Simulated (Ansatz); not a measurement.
Runs of Ansatz 0.2.0 on TiSi. Symmetry: Cmmm, No. 65, orthorhombic system. Conventional cell: a = 3.632 Å, b = 4.235 Å, c = 3.804 Å, α = 90.00°, β = 90.00°, γ = 90.00°. Ti (site symmetry mmm) is surrounded by 8 Si at 2.63 to 2.85 Å and 4 Ti at 2.79 Å. Si (site symmetry mmm) has 8 Ti at 2.63 to 2.85 Å and 4 Si at 2.79 Å as nearest neighbours. The cell comes from a database or a generator and needn't be the stable form of this composition.

```csv
task,level,k mesh,points for each segment of the path,gap on the mesh (eV),pressure (GPa),V0 of scaled cells (Å³/atom),B0 (GPa)
equation of state,HSE06,6 × 6 × 4,-,-,-,14.40,148
band structure,HSE06,6 × 6 × 6,4,none,(b),-,-
single point,PBE0,6 × 6 × 6,-,none,-2.3,-,-
equation of state,PBE0,6 × 6 × 4,-,-,-,14.36,(a)
```

Alike in all rows: potentials or basis Ansatz PAW; no spin polarisation; cell as given; cutoff (eV) 420; smearing fermi-dirac 0.05 eV; the mesh is coarse, so values aren't converged.

Fill in the values left out.

(a) 151; (b) -1.9.

Caveats: all runs use coarse meshes; the cell was scaled at fixed shape and fractional positions, which overstates the stiffness of a crystal with free parameters, most of all of layers and chains (some runs); the PAW data sets were made with another functional, which shifts forces and pressure a little (some runs); the PAW data sets come from PBE, with cores solved anew for the run's functional, which leaves a small shift of forces and pressure (some runs); the thresholds are loose for stress (some runs).

A gap of «none» marks a metal or a gap under the smearing width.
